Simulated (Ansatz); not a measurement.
Born–Oppenheimer molecular dynamics of a periodic cell of 33 atoms, Al₃₂H (host Al, host structure Fm-3m, interstitial H). It starts from a relaxed structure.

All numbers below come from Ansatz, DFT PBE, scalar-relativistic, plane waves, PAW. Settings: accuracy low, cutoff 420 eV, k mesh 2x2x2, fermi-dirac smearing 0.05 eV, no spin polarisation.

| Quantity | Value |
| --- | --- |
| ensemble | NVT, Nosé–Hoover chain |
| time step | 0.75 fs |
| steps asked | 220 |
| set temperature | 900 K |
| thermostat | time constant 100 fs, chain length 3 |
| seed | 361494 |

Frames 7.5 fs apart, positions in Å, forces in eV/Å.

Velocities at 112.5 fs (Å/ps):

```
Al -2.09 1.80 -1.91
Al 1.70 -2.37 -2.06
Al -2.51 7.79 2.60
Al 2.22 -3.63 -2.23
Al -3.79 0.12 2.56
Al -3.61 -2.80 3.03
Al -1.44 -1.49 -5.87
Al 1.97 -1.93 -0.50
Al -0.25 -0.64 -0.47
Al -0.31 -3.56 4.32
Al -0.54 -1.79 2.83
Al -3.27 -6.07 1.38
Al 6.99 -3.49 -2.04
Al -5.75 2.79 -6.62
Al -1.78 3.98 0.56
Al -4.71 6.44 0.23
Al 0.39 -2.59 -7.13
Al -2.20 7.45 3.56
Al 2.89 -0.77 -3.34
Al 7.97 7.85 2.01
Al -3.65 0.17 2.07
Al -0.81 -1.69 0.20
Al 1.19 -6.07 1.69
Al 9.46 7.34 9.74
Al -1.99 0.70 -3.68
Al 3.14 0.41 2.50
Al -0.03 -13.13 4.14
Al 4.16 6.32 -2.55
Al -1.02 -5.04 2.11
Al -3.96 1.51 -1.34
Al -2.22 -0.63 -4.02
Al 2.68 3.09 -1.59
H 30.95 -1.41 -5.57
```

```xyz
33
Lattice="8.0997 0.0000 0.0000 0.0000 8.0997 0.0000 0.0000 0.0000 8.0997" Properties=species:S:1:pos:R:3:forces:R:3 time_fs=112.5 energy_less_start_eV=2.359 T=521
Al 3.881 -0.079 0.057 0.98 -0.31 -0.02
Al 5.900 1.904 0.124 0.51 0.17 -0.43
Al 5.995 -0.017 2.092 0.32 0.11 0.07
Al -0.220 0.080 -0.060 0.74 -0.17 0.38
Al 2.196 1.856 -0.045 -0.76 0.57 0.33
Al 4.049 3.799 0.013 0.00 0.89 0.26
Al 6.088 6.140 0.082 -0.10 -0.38 -0.64
Al 2.053 0.011 2.008 -0.06 -0.12 -0.06
Al 4.123 1.854 2.117 -0.63 1.07 -0.42
Al 6.311 4.130 2.013 -0.63 -0.11 -0.34
Al 4.013 0.182 4.040 -0.09 -0.89 0.07
Al 6.065 2.091 3.942 0.04 -0.24 0.38
Al 6.046 0.129 5.929 0.29 0.11 0.34
Al 0.334 4.026 0.170 -0.91 -0.13 -0.67
Al 2.047 6.011 -0.015 0.23 0.26 0.05
Al 0.084 2.044 2.013 -0.30 -0.52 -0.25
Al 2.078 4.008 2.060 0.27 0.02 0.30
Al 4.206 5.957 2.019 -0.72 0.05 -0.11
Al 0.104 -0.013 4.174 -0.90 -0.38 -0.27
Al 1.854 1.865 4.030 0.74 1.04 -0.04
Al 3.882 3.969 4.056 0.49 0.10 -0.65
Al 5.937 6.110 4.071 0.49 0.01 -0.24
Al 2.124 0.074 6.057 -0.32 -0.64 0.08
Al 4.054 2.058 5.959 0.07 -0.24 0.35
Al 5.751 4.168 5.984 0.51 -0.07 0.37
Al -0.017 6.393 2.027 0.16 -0.82 0.11
Al -0.160 3.924 4.059 0.90 0.25 -0.88
Al 2.054 6.144 3.954 0.06 -0.27 0.25
Al 0.135 1.863 6.156 -0.49 0.85 -0.10
Al 2.137 4.086 5.991 -0.31 0.05 0.30
Al 4.130 6.397 6.004 -0.50 -0.89 0.34
Al -0.028 6.024 6.135 0.05 0.68 0.08
H -0.212 4.364 5.622 -0.10 -0.06 1.06
33
Lattice="8.0997 0.0000 0.0000 0.0000 8.0997 0.0000 0.0000 0.0000 8.0997" Properties=species:S:1:pos:R:3:forces:R:3 time_fs=120 energy_less_start_eV=2.098 T=600
Al 3.875 -0.069 0.042 1.05 -0.27 -0.03
Al 5.918 1.888 0.105 0.45 0.27 -0.34
Al 5.980 0.041 2.112 0.57 -0.43 -0.13
Al -0.196 0.050 -0.072 0.65 -0.25 0.57
Al 2.160 1.863 -0.022 -0.71 0.51 0.14
Al 4.022 3.787 0.039 0.19 0.96 0.20
Al 6.076 6.125 0.032 -0.15 -0.28 -0.31
Al 2.067 -0.004 2.004 -0.07 0.12 0.03
Al 4.114 1.860 2.109 -0.68 1.02 -0.33
Al 6.302 4.103 2.042 -0.72 0.14 -0.41
Al 4.008 0.160 4.062 -0.10 -0.58 0.02
Al 6.041 2.043 3.956 0.05 -0.01 0.43
Al 6.101 0.103 5.918 -0.04 -0.05 0.37
Al 0.282 4.046 0.114 -0.77 -0.16 -0.43
Al 2.036 6.043 -0.010 0.19 0.10 0.03
Al 0.046 2.086 2.012 0.00 -0.73 -0.25
Al 2.083 3.989 2.010 0.14 0.13 0.40
Al 4.183 6.013 2.045 -0.51 0.00 -0.23
Al 0.117 -0.022 4.146 -0.65 -0.03 -0.22
Al 1.921 1.933 4.045 0.37 0.51 0.00
Al 3.859 3.971 4.064 0.52 0.13 -0.71
Al 5.936 6.098 4.070 0.65 -0.02 -0.26
Al 2.129 0.023 6.070 -0.45 -0.15 -0.02
Al 4.124 2.109 6.035 -0.32 -0.71 0.02
Al 5.742 4.173 5.960 0.69 0.07 0.44
Al 0.007 6.387 2.047 -0.14 -0.81 -0.03
Al -0.151 3.828 4.083 0.70 0.69 0.11
Al 2.085 6.188 3.937 -0.03 -0.47 0.27
Al 0.123 1.833 6.171 -0.28 0.92 -0.28
Al 2.104 4.098 5.984 -0.22 -0.04 0.36
Al 4.109 6.384 5.977 -0.27 -0.87 0.49
Al -0.008 6.055 6.123 -0.11 0.63 -0.08
H 0.014 4.322 5.815 0.03 -0.33 0.17
33
Lattice="8.0997 0.0000 0.0000 0.0000 8.0997 0.0000 0.0000 0.0000 8.0997" Properties=species:S:1:pos:R:3:forces:R:3 time_fs=127.5 energy_less_start_eV=2.010 T=638
Al 3.890 -0.064 0.027 1.00 -0.12 -0.03
Al 5.945 1.878 0.078 0.41 0.33 -0.16
Al 5.976 0.091 2.129 0.66 -0.81 -0.34
Al -0.159 0.016 -0.073 0.50 -0.25 0.67
Al 2.109 1.879 0.003 -0.55 0.35 -0.07
Al 3.999 3.794 0.069 0.34 0.98 0.08
Al 6.061 6.105 -0.025 -0.15 -0.16 -0.02
Al 2.080 -0.016 2.000 -0.11 0.32 0.05
Al 4.092 1.887 2.095 -0.54 0.81 -0.22
Al 6.278 4.078 2.063 -0.72 0.29 -0.40
Al 4.001 0.127 4.084 0.01 -0.20 -0.08
Al 6.017 1.995 3.980 0.07 0.24 0.43
Al 6.155 0.076 5.913 -0.39 -0.21 0.40
Al 0.213 4.063 0.048 -0.64 -0.14 -0.09
Al 2.029 6.078 -0.005 0.14 -0.07 0.04
Al 0.008 2.115 2.006 0.24 -0.84 -0.23
Al 2.091 3.972 1.967 -0.12 0.24 0.45
Al 4.149 6.071 2.066 -0.25 -0.07 -0.37
Al 0.118 -0.031 4.113 -0.40 0.29 -0.15
Al 1.995 2.012 4.060 -0.03 -0.10 0.04
Al 3.847 3.977 4.059 0.63 0.23 -0.60
Al 5.948 6.085 4.064 0.70 0.06 -0.28
Al 2.125 -0.031 6.083 -0.58 0.31 -0.05
Al 4.190 2.147 6.113 -0.69 -1.05 -0.30
Al 5.746 4.179 5.945 0.85 0.15 0.46
Al 0.029 6.366 2.066 -0.37 -0.79 -0.20
Al -0.129 3.745 4.108 0.50 0.94 0.40
Al 2.117 6.223 3.926 -0.22 -0.71 0.35
Al 0.106 1.822 6.180 -0.08 0.83 -0.34
Al 2.067 4.109 5.984 0.25 -0.05 0.30
Al 4.082 6.352 5.960 -0.01 -0.85 0.59
Al 0.011 6.097 6.110 -0.14 0.08 -0.27
H 0.242 4.149 6.161 -0.30 -0.05 -0.06
33
Lattice="8.0997 0.0000 0.0000 0.0000 8.0997 0.0000 0.0000 0.0000 8.0997" Properties=species:S:1:pos:R:3:forces:R:3 time_fs=135 energy_less_start_eV=2.160 T=618
Al 3.926 -0.061 0.010 0.80 0.04 -0.05
Al 5.981 1.873 0.048 0.41 0.39 0.07
Al 5.985 0.127 2.140 0.56 -0.97 -0.46
Al -0.111 -0.024 -0.061 0.31 -0.11 0.65
Al 2.047 1.903 0.027 -0.20 0.07 -0.22
Al 3.982 3.821 0.100 0.46 0.95 -0.14
Al 6.042 6.081 -0.083 -0.14 -0.04 0.24
Al 2.091 -0.023 1.997 -0.19 0.48 0.04
Al 4.059 1.930 2.076 -0.23 0.46 -0.09
Al 6.240 4.059 2.077 -0.62 0.36 -0.30
Al 3.994 0.089 4.106 0.16 0.15 -0.13
Al 5.994 1.951 4.012 0.09 0.47 0.38
Al 6.203 0.044 5.916 -0.66 -0.30 0.43
Al 0.130 4.077 -0.018 -0.59 0.05 1.21
Al 2.024 6.112 0.001 0.08 -0.29 0.01
Al -0.027 2.127 1.996 0.37 -0.80 -0.19
Al 2.097 3.960 1.932 -0.45 0.41 0.46
Al 4.110 6.127 2.080 0.08 -0.21 -0.47
Al 0.110 -0.035 4.077 -0.22 0.45 -0.10
Al 2.071 2.091 4.076 -0.33 -0.74 0.10
Al 3.847 3.987 4.042 0.82 0.41 -0.41
Al 5.974 6.073 4.052 0.58 0.17 -0.34
Al 2.110 -0.081 6.095 -0.53 0.70 -0.07
Al 4.242 2.164 6.185 -1.02 -1.12 -0.61
Al 5.768 4.189 5.939 0.87 0.08 0.43
Al 0.044 6.328 2.082 -0.47 -0.76 -0.28
Al -0.097 3.679 4.140 0.18 1.09 0.17
Al 2.144 6.245 3.921 -0.44 -0.85 0.41
Al 0.086 1.827 6.182 0.05 0.58 -0.30
Al 2.034 4.119 5.990 0.56 0.09 0.20
Al 4.054 6.303 5.955 0.17 -0.76 0.61
Al 0.027 6.141 6.091 -0.09 -0.22 -0.37
H 0.320 3.917 6.447 -0.35 -0.25 -0.90
33
Lattice="8.0997 0.0000 0.0000 0.0000 8.0997 0.0000 0.0000 0.0000 8.0997" Properties=species:S:1:pos:R:3:forces:R:3 time_fs=142.5 energy_less_start_eV=2.080 T=654
Al 3.978 -0.057 -0.007 0.51 0.17 -0.08
Al 6.025 1.877 0.019 0.40 0.37 0.30
Al 6.006 0.143 2.142 0.35 -0.92 -0.46
Al -0.056 -0.067 -0.036 0.07 0.08 0.50
Al 1.979 1.929 0.047 0.15 -0.07 -0.32
Al 3.974 3.868 0.129 0.54 0.86 -0.42
Al 6.021 6.055 -0.137 -0.10 0.09 0.43
Al 2.098 -0.020 1.995 -0.25 0.57 0.05
Al 4.021 1.982 2.055 0.10 -0.01 0.01
Al 6.188 4.046 2.084 -0.43 0.34 -0.20
Al 3.990 0.053 4.125 0.28 0.37 -0.10
Al 5.973 1.915 4.052 0.14 0.65 0.27
Al 6.238 0.006 5.928 -0.81 -0.24 0.45
Al 0.035 4.093 -0.066 -0.32 0.11 0.62
Al 2.021 6.140 0.008 0.09 -0.53 0.00
Al -0.054 2.123 1.982 0.41 -0.62 -0.10
Al 2.093 3.956 1.907 -0.76 0.57 0.52
Al 4.071 6.180 2.085 0.37 -0.33 -0.52
Al 0.098 -0.029 4.038 -0.09 0.52 -0.06
Al 2.141 2.155 4.095 -0.53 -1.21 0.14
Al 3.864 4.005 4.016 0.97 0.61 -0.14
Al 6.013 6.064 4.033 0.40 0.20 -0.32
Al 2.084 -0.116 6.106 -0.28 0.95 -0.09
Al 4.275 2.160 6.247 -1.21 -0.95 -0.80
Al 5.807 4.199 5.941 0.74 -0.10 0.30
Al 0.050 6.274 2.092 -0.44 -0.73 -0.29
Al -0.060 3.634 4.176 -0.13 1.16 -0.15
Al 2.164 6.250 3.925 -0.65 -0.87 0.41
Al 0.067 1.843 6.178 0.05 -0.34 -0.21
Al 2.012 4.131 6.001 0.45 0.17 0.30
Al 4.029 6.238 5.962 0.21 -0.55 0.54
Al 0.041 6.182 6.065 -0.05 -0.60 -0.32
H 0.212 3.569 6.341 -0.18 0.30 -0.25
33
Lattice="8.0997 0.0000 0.0000 0.0000 8.0997 0.0000 0.0000 0.0000 8.0997" Properties=species:S:1:pos:R:3:forces:R:3 time_fs=150 energy_less_start_eV=2.086 T=669
Al 4.042 -0.050 -0.026 0.19 0.20 -0.08
Al 6.079 1.888 -0.005 0.37 0.34 0.41
Al 6.034 0.141 2.135 0.08 -0.75 -0.42
Al 0.001 -0.108 0.000 -0.23 0.19 0.35
Al 1.914 1.954 0.061 0.35 0.02 -0.47
Al 3.977 3.932 0.149 0.47 0.66 -0.62
Al 5.997 6.032 -0.182 -0.01 0.25 0.62
Al 2.100 -0.005 1.994 -0.28 0.55 0.08
Al 3.984 2.036 2.034 0.36 -0.41 0.06
Al 6.128 4.040 2.088 -0.18 0.24 -0.15
Al 3.992 0.024 4.142 0.36 0.40 -0.05
Al 5.955 1.892 4.098 0.16 0.69 0.07
Al 6.257 -0.037 5.950 -0.85 -0.11 0.40
Al -0.068 4.111 -0.099 0.03 -0.09 0.31
Al 2.020 6.159 0.015 0.20 -0.63 0.04
Al -0.074 2.107 1.965 0.39 -0.34 0.10
Al 2.075 3.964 1.892 -0.90 0.62 0.54
Al 4.040 6.227 2.079 0.56 -0.44 -0.48
Al 0.083 -0.013 3.998 0.04 0.51 0.01
Al 2.201 2.197 4.116 -0.59 -1.36 0.17
Al 3.901 4.037 3.988 0.93 0.69 0.06
Al 6.059 6.059 4.008 0.21 0.17 -0.19
Al 2.053 -0.134 6.115 0.07 1.03 -0.13
Al 4.284 2.137 6.293 -1.22 -0.60 -0.84
Al 5.861 4.208 5.949 0.49 -0.33 0.13
Al 0.047 6.205 2.097 -0.34 -0.64 -0.29
Al -0.025 3.612 4.210 -0.33 1.15 -0.74
Al 2.170 6.237 3.937 -0.80 -0.77 0.34
Al 0.049 1.850 6.171 0.19 -1.24 0.10
Al 1.998 4.147 6.018 0.43 0.05 0.41
Al 4.008 6.161 5.980 0.17 -0.26 0.38
Al 0.055 6.212 6.032 -0.09 -0.87 -0.26
H 0.004 3.473 6.036 -0.23 1.10 0.15
```

Of the whole run (165 fs, mean temperature of the second half 599 K): The conserved energy stayed within 0.074 meV per atom of its start (net change 0.049 meV per atom), so the integration is sound. The mean temperature of the second half is 33 % below the set value. A run of 0.17 ps of so small a system gives no equilibrium averages. Limits of this set-up: coarse k mesh, odd electron count without spin, a small cell, in which the defect meets its images, a typed lattice constant that wasn't relaxed here, low accuracy level.

The run took 18 min on 2 threads of Intel(R) Xeon(R) Platinum 8175M CPU @ 2.50GHz (Skylake/Cascade Lake), with other jobs on the host, peak memory 1.2 GiB.
